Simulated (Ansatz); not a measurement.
# A computed series for NaBr: response to strain

Consider NaBr in the rock salt structure (space group Fm-3m, No. 225; a = 5.948 Å). Axes: x, y, z lie along the cube axes.

Strains are applied to the cell and any free atomic positions relax; under biaxial strain the out-of-plane vector relaxes too.

Method: r2SCAN, PAW, 500 eV (Ansatz, a quantum-chemistry and plane-wave program; scalar-relativistic without spin-orbit coupling).

| biaxial strain, plane normal [001], relaxed out of plane (%) | band gap (eV) |
|---|---|
| 0 | 4.98 |
| 0.61 | ? |
| 2.76 | 4.83 |
| 4.73 | 4.73 |

Question: Fit E_g = E₀ + Dε (ε in %) to the rows shown and predict the withheld row.

Answer: Least squares on the printed values gives E₀ = 4.98 eV, D = -53.0 meV per % of strain (largest residual 0.00 eV); this predicts 4.95 eV, and the run gives 4.95 eV, in agreement.

Whether these cells are dynamically stable was not tested.
